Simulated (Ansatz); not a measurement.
Take a crystal in which Mg has been replaced by Zn on all its sites, with the cell rescaled by a rough guess (in some cases also distorted within its space group) and nothing relaxed:

```
Zn
1.0
     2.89021    0.00000    0.00000
    -1.44511    2.50300    0.00000
     0.00000    0.00000    4.62049
Zn
2
Direct
  0.33333 0.66667 0.25000
  0.66667 0.33333 0.75000
```

All numbers below come from DFT PBE, scalar-relativistic, plane waves, PAW in Ansatz 0.2.0.

Settings: cutoff 420 eV, Γ-centred mesh 18×18×10 on the computed 2-atom cell, Gaussian smearing of 0.10 eV; no spin polarisation.

Will this cell want to expand or contract, and how hard?

The pressure is -5.9 GPa (positive in compression), so the cell would contract.

Is it a metal on this mesh?

Yes, a band crosses the Fermi level.